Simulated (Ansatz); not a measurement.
AlSb (zinc blende)

```yaml
crystal:
  lattice:
    - [0.00000, 3.07861, 3.07861]
    - [3.07861, 0.00000, 3.07861]
    - [3.07861, 3.07861, 0.00000]
  atoms:
    - { symbol: Sb, position: [0.75000, 0.75000, 0.75000] }
    - { symbol: Al, position: [0.00000, 0.00000, 0.00000] }
```

The slice is a {110} plane (indices of the conventional cell) through the point (0.000, 0.000, 0.000) (fractional), spanned by u = [100] and v = [1 -1 -1] in vectors of this cell: u (4.35 Å) and v (6.16 Å, at 90° to u). It covers one period; positions are fractions (u, v).

Calculation: PBEsol (plane waves to 420 eV, PAW, scalar-relativistic; Ansatz, a quantum-chemistry and plane-wave program). k mesh 13×13×13. Inside the PAW spheres the values are not all-electron values, and peaks at nuclei hang on which shells count as valence. AlSb was relaxed with its symmetry unable to fall. Spin-orbit coupling is left out, though Sb is heavy. The PAW data are Ansatz's earlier set.

Question: Sketch the electron localisation function (ELF) on this plane as a map.

Answer: 
```tsv
v \ u	0.00	0.14	0.29	0.43	0.57	0.71	0.86
0.90	0.14	0.27	0.26	0.12	0.12	0.26	0.27
0.80	0.46	0.33	0.11	0.02	0.02	0.11	0.33
0.70	0.15	0.10	0.03	0.01	0.01	0.03	0.10
0.60	0.03	0.02	0.03	0.09	0.09	0.03	0.02
0.50	0.01	0.04	0.24	0.50	0.50	0.24	0.04
0.40	0.03	0.20	0.49	0.41	0.41	0.49	0.20
0.30	0.15	0.48	0.41	x	x	0.41	0.48
0.20	0.46	0.77	0.47	x	x	0.47	0.77
0.10	0.14	0.88	0.81	0.42	0.42	0.81	0.88
0.00	x	0.22	0.73	0.57	0.57	0.73	0.22
```

Values: electron localisation function (ELF). Points within 0.5 Å of a nucleus are blanked (x), as the pseudised field means little there.
